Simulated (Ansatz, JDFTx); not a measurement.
# AlN: 3 runs at one level of theory

```xyz
2
Lattice="0.0000 2.1840 2.1840 2.1840 0.0000 2.1840 2.1840 2.1840 0.0000" Properties=species:S:1:pos:R:3 pbc="T T T"
Al    0.0000    0.0000    0.0000
N     3.2760    3.2760    3.2760
```

Measurements of this composition are mostly on another form, of space group No. 186.

Alike in all runs: task density of states; functional PBEsol; k mesh 10 × 10 × 10; occupations gaussian, width 0.05 eV; no spin polarisation; no spin-orbit coupling. Pressure is positive in compression and, in plane waves, holds the error of the finite cutoff, which Ansatz's Pulay term estimates and takes out.

| program and potentials | plane-wave cutoff (eV) | notes | band gap (eV) | pressure (GPa) |
| --- | --- | --- | --- | --- |
| Ansatz, Ansatz PAW | 420 | potentials made for PBE, which Ansatz adapts in part; Pulay term of +0.53 GPa included | 3.20 | 1.35 |
| JDFTx, PseudoDojo-SR-PBEsol-0.4.1-standard with smoothed tails | 1143 | - | 3.19 | 1.23 |
| Ansatz, all-electron LAPW, scalar-relativistic | - | - | 3.19 | 1.20 |

The band gap spans 3.19 (JDFTx, PseudoDojo-SR-PBEsol-0.4.1-standard with smoothed tails) to 3.20 eV (Ansatz, Ansatz PAW), with all-electron results at 3.19. The pressure spans 1.20 (Ansatz, all-electron LAPW, scalar-relativistic) to 1.35 GPa (Ansatz, Ansatz PAW), with all-electron results at 1.20. The gap is indirect and read on the mesh alone.

Differences between rows come from potentials, basis sets and numerical settings, since the functional is the same but for its coding. Runs on potential files found faulty are left out.
